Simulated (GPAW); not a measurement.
HfO2 in GPAW: convergence with plane-wave cutoff (eV)

Input of the first run (plane-wave cutoff (eV) 300); the others differ in this setting and in those tied to it:

The input run.py:

```python
from ase.dft.bandgap import bandgap
from ase.io import read, write
from ase.units import GPa
from gpaw import GPAW, PW

atoms = read('HfO2.xyz')

calc = GPAW(mode=PW(300),
            xc='PBE',
            kpts={'size': (7, 7, 7), 'gamma': True},
            occupations={'name': 'fermi-dirac', 'width': 0.05},
            nbands=24,
            convergence={'density': 1e-05, 'energy': 1e-05},
            maxiter=100,
            txt='gpaw.txt')
atoms.calc = calc
energy = atoms.get_potential_energy()
forces = atoms.get_forces()
stress = atoms.get_stress()
calc.write('gs.gpw')
write('result.traj', atoms)
print(f'Energy: {energy:.6f} eV')
print('Forces (eV/A):')
print(forces.round(4))
print('Stress (GPa):', (stress / GPa).round(3))
print('Fermi level:', round(calc.get_fermi_level(), 4), 'eV')
print(f'Gap: {bandgap(calc)[0]:.4f} eV, direct: {bandgap(calc, direct=True)[0]:.4f} eV')
```

HfO2.xyz

```xyz
3
Lattice="0.0000000000 2.5575000000 2.5575000000 2.5575000000 0.0000000000 2.5575000000 2.5575000000 2.5575000000 0.0000000000" Properties=species:S:1:pos:R:3 pbc="T T T"
Hf     0.0000000000      0.0000000000      0.0000000000
O      3.8362500000      3.8362500000      3.8362500000
O      1.2787500000      1.2787500000      1.2787500000
```

Potentials or basis: GPAW PAW data sets (gpaw-data 1.2.1), pw.

The run is started by

```console
$ OMP_NUM_THREADS=1 python run.py
```

Measurements of this composition are mostly on another form, of space group No. 14.

Hardware: 1 thread of Arm Neoverse V2, with other jobs on the host.

```
plane-wave cutoff (eV)  energy less the tightest run, at zero smearing (meV/atom)  pressure (GPa)  gap on the mesh (eV)  SCF cycles  CPU time (s)  peak memory (GiB)
                   300                                                    4680.28         -171.71                 3.803          10           5.1               0.13
                   350                                                    2480.36         -112.41                 3.639          10           5.4               0.13
                   400                                                    1246.97          -68.59                 3.858          10           8.3               0.14
                   500                                                     283.50          -23.28                 3.876          10           8.1               0.14
                   600                                                      56.58           -8.25                 3.892          10            12               0.15
                   700                                                       8.51           -3.82                 3.892          10            14               0.16
                   800                                                       1.14           -2.82                 3.892          10            15               0.17
                  1000                                                       0.38           -2.68                 3.892          10            21               0.19
                  1200                                                       0.00           -2.69                 3.892          10            28               0.22
```

Against the tightest run, the energy stays within 1 meV/atom from 1000 on; the pressure stays within 0.1 GPa from 1000 on; the gap on the mesh stays within 0.01 eV from 600 on. The tightest run that finished is the yardstick and may itself not be fully converged.

Caveat, for the tightest run too: spin-orbit coupling is left out, which moves the levels of the heavy elements; an odd mesh through Γ misses points on the zone boundary, where band edges often lie.
